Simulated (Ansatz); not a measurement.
## AlNi: iterations to self-consistency

Level of theory: DFT r2SCAN, scalar-relativistic, plane waves, PAW in Ansatz.

```xyz
2
Lattice="1.9387 -1.9532 0.0000 1.9387 1.9532 0.0000 0.0000 0.0000 3.0994" Properties=species:S:1:pos:R:3 pbc="T T T"
Al    0.0000    0.0000    0.0000
Ni    1.9387    0.0000    1.5497
```

| Quantity | Value |
| --- | --- |
| plane-wave cutoff | 500 eV |
| Γ-centred k-mesh | 16×16×14 |
| occupation rule | Gaussian smearing, 0.1 eV |
| spin treatment | unpolarised |

Each run starts from superposed atomic densities and uses the program's default quasi-Newton mixer with a history of 8 with its automatic preconditioner, at most 120 iterations and the default threshold on the density residual; only the mixing step differs.

```csv
mixing step,iterations,converged,"density residual (eV) at iterations 1, 3, 5"
0.05,9,yes,3.7 0.16 0.0053
0.1,9,yes,3.7 0.15 0.0018
0.2,9,yes,3.7 0.14 0.0013
0.6,9,yes,3.7 0.077 0.0027
0.8,9,yes,3.7 0.72 0.0049
```

Cost: 5 runs of about 6.7 core-minutes in all, on Intel Xeon Processor @ 2.50GHz (Skylake/Cascade Lake) (shared hosts).